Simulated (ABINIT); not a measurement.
Runs of ABINIT 10.8.3 (patched build) on HfN. The structure is cubic, space group Fm-3m (No. 225). Conventional cell: a = 4.512 Å, b = 4.512 Å, c = 4.512 Å, α = 90.00°, β = 90.00°, γ = 90.00°. Hf (site symmetry m-3m) has 6 N at 2.26 Å as nearest neighbours. N (site symmetry m-3m) has 6 Hf at 2.26 Å as nearest neighbours. 

| task | level | potentials or basis | k mesh | cutoff (eV) | fine-grid cutoff | mesh quality | gap on the mesh (eV) | pressure (GPa) | V0 of scaled cells (Å³/atom) | B0 (GPa) |
| --- | --- | --- | --- | --- | --- | --- | --- | --- | --- | --- |
| band structure | BP86 | JTH PAW PBE v2.0 | 10 × 10 × 10 | 707 | 1306.15 eV | not flagged | none | (b) | - | - |
| equation of state | BLYP+D3 | JTH PAW PBE v2.0 | 10 × 10 × 10 | 707 | 1306.15 eV | not flagged | - | - | 11.55 | 277 |
| equation of state | LDA | JTH PAW LDA v2.0 | 10 × 10 × 10 | 844 | 1442.2 eV | not flagged | - | - | 11.08 | 308 |
| band structure | PBE | SG15 NC PBE v1.2 | 10 × 10 × 10 | 1143 | - | not flagged | none | 6.8 | - | - |
| single point | PBE | JTH PAW PBE v2.0 | 4 × 4 × 4 | 707 | 1306.15 eV | coarse | none | (a) | - | - |

Alike in all rows: no spin polarisation; cell as given; smearing fermi-dirac 0.05 eV.

Problem. Estimate the missing entries.

Solution. (a) 5.1; (b) 5.5.

Caveats: some runs use coarse meshes; the PAW data sets were made with another functional, which shifts forces and pressure a little (some runs); spin-orbit coupling is left out, which moves the levels of the heavy elements (some runs); pressures at fixed basis lie under the slope of the energies (some runs).

A k mesh can miss the band edges, and the runs leave out spin-orbit coupling on Hf.

A gap of «none» marks a metal or a gap under the smearing width.

The runs don't all hold the same shells in valence.
